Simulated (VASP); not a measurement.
# WS2 (Tungstenite) (P6_3/mmc) in VASP: further runs

Runs on WS2 (Tungstenite). Level: PBE+D3(BJ). Tasks: equation of state.

Everything below comes from runs of VASP 6.6.1. Logs are shortened: lines on timing, memory, paths and dates and some standing lists are left out, and cuts for length are marked.

**1. The crystal as given**

The structure is hexagonal, space group P6_3/mmc (No. 194). The conventional cell has a = 3.155 Å, b = 3.155 Å, c = 12.134 Å, α = 90.00°, β = 90.00°, γ = 120.00°. W (site symmetry -6m2) is surrounded by 6 S at 2.41 Å. S (site symmetry 3m) is surrounded by 3 W at 2.41 Å.

**2. Equation of state, PBE+D3(BJ), 16.73 Å³/atom (a relaxed cell with its volume scaled by 0.96)**

INCAR

```
SYSTEM = WS2
PREC = Accurate ; ENCUT = 520
EDIFF = 1E-6 ; ISMEAR = 0
SIGMA = 0.02 ; LREAL = .FALSE.
LASPH = .TRUE. ; NELM = 60
ALGO = Fast ; ISIF = 2
LWAVE = .FALSE. ; LCHARG = .FALSE.
GGA = PE ; IVDW = 12
KPAR = 2
```

KPOINTS

```
Automatic mesh
0
G
  8 8 4
  0 0 0
```

POSCAR

```
WS2                                     
1.0
    3.1120014997      0.0000000000     -0.0000000000
   -1.5560007499      2.6950723554      0.0000000000
   -0.0000000000     -0.0000000000     11.9701247257
  W               S             
     2     4
Direct
     0.6666666667000030    0.3333333332999970    0.7500000000000000
     0.3333333332999970    0.6666666667000030    0.2500000000000000
     0.6666666667000030    0.3333333332999970    0.3797774032421020
     0.3333333332999970    0.6666666667000030    0.8797774032421019
     0.6666666667000030    0.3333333332999970    0.1202225967578981
     0.3333333332999970    0.6666666667000030    0.6202225967578981
```

Potentials or basis: VASP PAW PBE potentials, release 64 (W_sv, S).

The run is started by

```sh
> cat potpaw_PBE.64/W_sv/POTCAR potpaw_PBE.64/S/POTCAR > POTCAR
> mpirun -np 2 vasp_std > vasp.out
```

OUTCAR:

```text
SYSTEM = WS2
   PREC = Accurate
   ENCUT = 520
   EDIFF = 1E-6
   ISMEAR = 0
   LREAL = .FALSE.
   LASPH = .TRUE.
   NELM = 60
   ISIF = 2
   GGA = PE
   IVDW = 12
 IVDW          = 12

 ion  position               nearest neighbor table
   1  0.667  0.333  0.750-   4 2.38   6 2.38   4 2.38   6 2.38   4 2.38   6 2.38
   2  0.333  0.667  0.250-   3 2.38   5 2.38   3 2.38   5 2.38   3 2.38   5 2.38
   3  0.667  0.333  0.380-   2 2.38   2 2.38   2 2.38
   4  0.333  0.667  0.880-   1 2.38   1 2.38   1 2.38
   5  0.667  0.333  0.120-   2 2.38   2 2.38   2 2.38
   6  0.333  0.667  0.620-   1 2.38   1 2.38   1 2.38

  LATTYP: Found a hexagonal cell.
 ALAT       =     3.1120014997
 C/A-ratio  =     3.8464392536

  Lattice vectors:

 A1 = (   3.1120014997,   0.0000000000,   0.0000000000)
 A2 = (  -1.5560007499,   2.6950723554,   0.0000000000)
 A3 = (   0.0000000000,   0.0000000000,  11.9701247257)

Analysis of symmetry for initial positions (statically):
=====================================================================
 Subroutine PRICEL returns:
 Original cell was already a primitive cell.

 Routine SETGRP: Setting up the symmetry group for a
 hexagonal supercell.

 Subroutine GETGRP returns: Found 24 space group operations
 (whereof 12 operations were pure point group operations)
 out of a pool of 24 trial point group operations.

The static configuration has the point symmetry D_3d.
 The point group associated with its full space group is D_6h.

Analysis of symmetry for dynamics (positions and initial velocities):
=====================================================================
 Subroutine PRICEL returns:
 Original cell was already a primitive cell.

 Routine SETGRP: Setting up the symmetry group for a
 hexagonal supercell.

 Subroutine GETGRP returns: Found 24 space group operations
 (whereof 12 operations were pure point group operations)
 out of a pool of 24 trial point group operations.

The dynamic configuration has the point symmetry D_3d.
 The point group associated with its full space group is D_6h.

 Subroutine INISYM returns: Found 24 space group operations
 (whereof 12 operations are pure point group operations),
 and found     1 'primitive' translations

----------------------------------------------------------------------------------------

                                     Primitive cell

  volume of cell :     100.3943

  direct lattice vectors                    reciprocal lattice vectors
[... 100 lines left out ...]
   NFREE  =      0    steps in history (QN), initial steepest desc. (CG)
   ISIF   =      2    stress and relaxation
   ISYM   =      2    0-nonsym 1-usesym 2-fastsym
   POTIM  = 0.5000    time-step for ionic-motion
   TEBEG  =    0.0;   TEEND  =   0.0 temperature during run
   PSTRESS=    0.0 pullay stress
   NELECT =      52.0000    total number of electrons
   NUPDOWN=      -1.0000    fix difference up-down
   EMIN   =  10.00;   EMAX   =-10.00  energy-range for DOS
   EFERMI =   0.00;   METHOD = LEGACY
   ISMEAR =     0;   SIGMA  =   0.02  broadening in eV -4-tet -1-fermi 0-gaus
   EFERMI_NEDOS =   21; number of points for ismear=-14 and -15
   IALGO  =     68    algorithm
   IMIX   =      4    mixing-type and parameters
     AMIX     =   0.40;   BMIX     =  1.00
     AMIX_MAG =   1.60;   BMIX_MAG =  1.00
  volume/ion in A,a.u.               =      16.73       112.92
  Fermi-wavevector in a.u.,A,eV,Ry     =   1.314739  2.484497 23.518207  1.728539
  Thomas-Fermi vector in A             =   2.444971
   LORBIT       =      0    0 simple, 1 ext, 2 COOP (PROOUT), +10 PAW based schemes
   GGA     = PE    functional components
   LHFCALC =     F    Hartree Fock is set to
   AEXX    =    0.0000 exact exchange contribution
   IVDW    =    12    specifies the selected vdW correction
   LEPSILON=     F    determine dielectric tensor
   LRPA    =     F    only Hartree local field effects (RPA)
 non-spin polarized calculation
 RMM-DIIS sequential band-by-band and
 Gauss-broadening in eV      SIGMA  =   0.02
  energy-cutoff  :      520.00
  volume of cell :      100.39
 maximum number of plane-waves:      2728
 NGX is ok and might be reduce to    24
   NGX = 11   NGY = 11   NGZ = 45

 number of electron      51.9999991 magnetization

 Free energy of the ion-electron system (eV)
  ---------------------------------------------------
  ext. energy  EPLUGINS =         0.00000000
  ---------------------------------------------------
  free energy    TOTEN  =       -46.97959863 eV

  energy without entropy =      -46.97959863  energy(sigma->0) =      -46.97959863

 E-fermi :   8.5672     XC(G=0): -11.2860

 val. band max:        8.3201601594   @ k =   0.0000   0.0000   0.0000
 cond. band min:       9.3313038569   @ k =   0.2500   0.1250   0.0000
 fundamental gap:      1.0111436975
 Fermi energy:         8.5671734503

 k-point     1 :       0.0000    0.0000    0.0000
  band No.  band energies     occupation
      1     -66.3141      2.00000
      2     -66.3141      2.00000
      3     -30.6246      2.00000
      4     -30.6245      2.00000
      5     -30.4034      2.00000
      6     -30.4034      2.00000
[... 805 lines left out ...]
     30      10.5188      0.00000
     31      11.7698      0.00000

 [... further k-points ...]

------------------------ aborting loop because EDIFF is reached ----------------------------------------

 Edisp (eV)   -2.72550

 E8    (eV) :    -1.1459

  FORCE on cell =-STRESS in cart. coord.  units (eV):
  Direction    XX          YY          ZZ          XY          YZ          ZX
  --------------------------------------------------------------------------------------
  -------------------------------------------------------------------------------------
  Total       4.50545     4.50545     5.00544    -0.00000     0.00000     0.00000
  in kB      71.90188    71.90188    79.88103    -0.00000     0.00000     0.00000
  external pressure =       74.56 kB  Pullay stress =        0.00 kB

 VOLUME and BASIS-vectors are now :
 -----------------------------------------------------------------------------
  energy-cutoff  :      520.00
  volume of cell :      100.39
      direct lattice vectors                 reciprocal lattice vectors
     3.112001500  0.000000000  0.000000000     0.321336606  0.185523776  0.000000000
    -1.556000750  2.695072355  0.000000000     0.000000000  0.371047552  0.000000000
     0.000000000  0.000000000 11.970124726     0.000000000  0.000000000  0.083541318

 POSITION                                       TOTAL-FORCE (eV/Angst)
 -----------------------------------------------------------------------------------
      1.55600      0.89836      8.97759        -0.000000     -0.000000      0.000000
     -0.00000      1.79671      2.99253        -0.000000     -0.000000      0.000000
      1.55600      0.89836      4.54598         0.000000     -0.000000      0.749297
     -0.00000      1.79671     10.53105        -0.000000     -0.000000      0.749297
      1.55600      0.89836      1.43908         0.000000      0.000000     -0.749297
     -0.00000      1.79671      7.42414         0.000000      0.000000     -0.749297
 -----------------------------------------------------------------------------------
    total drift:                               -0.000000      0.000000     -0.000000

  FREE ENERGIE OF THE ION-ELECTRON SYSTEM (eV)
  ---------------------------------------------------
  free  energy   TOTEN  =       -49.7051025609 eV

  energy  without entropy=      -49.7051025609  energy(sigma->0) =      -49.70510256
```

OSZICAR:

```text
N       E                     dE             d eps       ncg     rms          rms(c)
DAV:   1     0.525136180485E+03    0.52514E+03   -0.28981E+04  2036   0.169E+03
DAV:   2    -0.150655134962E+02   -0.54020E+03   -0.52861E+03  2180   0.454E+02
DAV:   3    -0.485891309779E+02   -0.33524E+02   -0.33106E+02  2337   0.102E+02
DAV:   4    -0.494704963209E+02   -0.88137E+00   -0.87821E+00  2274   0.166E+01
DAV:   5    -0.494925896358E+02   -0.22093E-01   -0.22087E-01  2261   0.273E+00    0.416E+01
RMM:   6    -0.471255935905E+02    0.23670E+01   -0.98561E+00  2350   0.149E+01    0.174E+01
RMM:   7    -0.469591792642E+02    0.16641E+00   -0.22465E+00  2427   0.634E+00    0.614E+00
RMM:   8    -0.469911891315E+02   -0.32010E-01   -0.50047E-01  2477   0.295E+00    0.124E+00
RMM:   9    -0.469804529812E+02    0.10736E-01   -0.13083E-01  2312   0.148E+00    0.620E-01
RMM:  10    -0.469793566341E+02    0.10963E-02   -0.21450E-02  2444   0.727E-01    0.121E-01
RMM:  11    -0.469795419868E+02   -0.18535E-03   -0.44936E-03  2599   0.311E-01    0.633E-02
RMM:  12    -0.469796024801E+02   -0.60493E-04   -0.10650E-03  2546   0.149E-01    0.754E-02
RMM:  13    -0.469795900144E+02    0.12466E-04   -0.26139E-04  2347   0.790E-02    0.207E-02
RMM:  14    -0.469795980768E+02   -0.80624E-05   -0.73585E-05  2671   0.384E-02    0.205E-02
RMM:  15    -0.469795983190E+02   -0.24221E-06   -0.15596E-05  2247   0.167E-02    0.388E-03
RMM:  16    -0.469795986277E+02   -0.30872E-06   -0.54059E-06  1683   0.816E-03
   1 F= -.49705103E+02 E0= -.49705103E+02  d E =-.249693E-70
```

Run time: 24 s. Hardware: 2 MPI ranks of Intel Xeon 6975P-C (Granite Rapids), shared host; peak memory 0.25 GiB.

Results:

* Free energy: -49.7051 eV
* Pressure: 7.5 GPa
* Largest force: 0.749 eV/Å
* Band gap on the k mesh: 1.01 eV, indirect (least direct gap 2.31 eV)
* Dispersion energy per atom: -0.454 eV

Caveat: spin-orbit coupling is left out, which moves the levels of the heavy elements.

**3. Equation of state, PBE+D3(BJ), 17.08 Å³/atom (a relaxed cell with its volume scaled by 0.98)**

INCAR is that of step 2.

KPOINTS is that of step 2.

POSCAR: that of step 2 with these lines changed.

```diff
@@ -2,5 +2,5 @@
 1.0
-    3.1120014997      0.0000000000     -0.0000000000
-   -1.5560007499      2.6950723554      0.0000000000
-   -0.0000000000     -0.0000000000     11.9701247257
+    3.1334642573      0.0000000000     -0.0000000000
+   -1.5667321286      2.7136596486      0.0000000000
+   -0.0000000000     -0.0000000000     12.0526799187
   W               S
```

Potentials or basis: VASP PAW PBE potentials, release 64 (W_sv, S).

The run is started by

```sh
> cat potpaw_PBE.64/W_sv/POTCAR potpaw_PBE.64/S/POTCAR > POTCAR
> mpirun -np 2 vasp_std > vasp.out
```

Wall time 24 s (2 MPI ranks of Intel Xeon 6975P-C (Granite Rapids), shared host); peak memory 0.25 GiB.

It converged, with:

```
Free energy                : -49.7770 eV
Pressure                   : 3.5 GPa
Largest force              : 0.358 eV/Å
Band gap on the k mesh     : 1.04 eV, indirect (least direct gap 2.29 eV)
Dispersion energy per atom : -0.445 eV
```

Caveat: spin-orbit coupling is left out, which moves the levels of the heavy elements.

**4. Equation of state, PBE+D3(BJ), 17.43 Å³/atom**

INCAR is that of step 3.

KPOINTS is that of step 3.

POSCAR: that of step 3 with these lines changed.

```diff
@@ -2,5 +2,5 @@
 1.0
-    3.1334642573      0.0000000000     -0.0000000000
-   -1.5667321286      2.7136596486      0.0000000000
-   -0.0000000000     -0.0000000000     12.0526799187
+    3.1546369553      0.0000000000     -0.0000000000
+   -1.5773184777      2.7319957430      0.0000000000
+   -0.0000000000     -0.0000000000     12.1341194156
   W               S
```

The run is started by

```sh
> cat potpaw_PBE.64/W_sv/POTCAR potpaw_PBE.64/S/POTCAR > POTCAR
> mpirun -np 2 vasp_std > vasp.out
```

It took 28 s on 2 MPI ranks of Intel Xeon 6975P-C (Granite Rapids), shared host; peak memory 0.25 GiB.

The run converged. Its results:

| Property | Result |
| --- | --- |
| Free energy | -49.7997 eV |
| Pressure | -0.1 GPa |
| Largest force | 0.003 eV/Å |
| Band gap on the k mesh | 1.06 eV, indirect (least direct gap 2.26 eV) |
| Dispersion energy per atom | -0.435 eV |

Caveat: spin-orbit coupling is left out, which moves the levels of the heavy elements.

**5. Equation of state, PBE+D3(BJ), 17.78 Å³/atom (a relaxed cell with its volume scaled by 1.02)**

INCAR is that of step 4.

KPOINTS is that of step 4.

POSCAR: that of step 4 with these lines changed.

```diff
@@ -2,5 +2,5 @@
 1.0
-    3.1546369553      0.0000000000     -0.0000000000
-   -1.5773184777      2.7319957430      0.0000000000
-   -0.0000000000     -0.0000000000     12.1341194156
+    3.1755291997      0.0000000000     -0.0000000000
+   -1.5877645998      2.7500889573      0.0000000000
+   -0.0000000000     -0.0000000000     12.2144801643
   W               S
```

The run is started by

```sh
> cat potpaw_PBE.64/W_sv/POTCAR potpaw_PBE.64/S/POTCAR > POTCAR
> mpirun -np 2 vasp_std > vasp.out
```

It took 27 s on 2 MPI ranks of Intel Xeon 6975P-C (Granite Rapids), shared host; peak memory 0.26 GiB.

Results (log left out):

- Free energy: -49.7782 eV
- Pressure: -3.3 GPa
- Largest force: 0.338 eV/Å
- Band gap on the k mesh: 1.08 eV, indirect (least direct gap 2.20 eV)
- Dispersion energy per atom: -0.426 eV

Caveat: spin-orbit coupling is left out, which moves the levels of the heavy elements.

**6. Equation of state, PBE+D3(BJ), 18.13 Å³/atom (a relaxed cell with its volume scaled by 1.04)**

INCAR is that of step 5.

KPOINTS is that of step 5.

POSCAR: that of step 5 with these lines changed.

```diff
@@ -2,5 +2,5 @@
 1.0
-    3.1755291997      0.0000000000     -0.0000000000
-   -1.5877645998      2.7500889573      0.0000000000
-   -0.0000000000     -0.0000000000     12.2144801643
+    3.1961500969      0.0000000000     -0.0000000000
+   -1.5980750485      2.7679471782      0.0000000000
+   -0.0000000000     -0.0000000000     12.2937971930
   W               S
```

Potentials or basis: VASP PAW PBE potentials, release 64 (W_sv, S).

The run is started by

```sh
> cat potpaw_PBE.64/W_sv/POTCAR potpaw_PBE.64/S/POTCAR > POTCAR
> mpirun -np 2 vasp_std > vasp.out
```

Run time: 27 s. Hardware: 2 MPI ranks of Intel Xeon 6975P-C (Granite Rapids), shared host; peak memory 0.26 GiB.

Results (log left out):

| Quantity | Value |
| --- | --- |
| Free energy | -49.7170 eV |
| Pressure | -6.2 GPa |
| Largest force | 0.648 eV/Å |
| Band gap on the k mesh | 1.09 eV, indirect (least direct gap 2.15 eV) |
| Dispersion energy per atom | -0.418 eV |

Caveat: spin-orbit coupling is left out, which moves the levels of the heavy elements.

**7. Equation of state, PBE+D3(BJ)**

No new run: the results of the series are fitted here.

Results:

```
Equilibrium volume                        : 17.43 Å³/atom
Bulk modulus at fixed shape and positions : 169 GPa
Pressure derivative of the bulk modulus   : 4.4 (rough: it moves with the points fitted)
```

Energy against volume, from the lowest point:
```tsv
volume (Å³/atom)	energy (meV/atom)
16.732	15.77
17.081	3.78
17.430	0.00
17.778	3.58
18.127	13.78
```

Caveat: the cell was scaled at fixed shape and fractional positions, which overstates the stiffness of a crystal with free parameters, most of all of layers and chains. The run has no spin-orbit coupling, so splittings on W are missing.
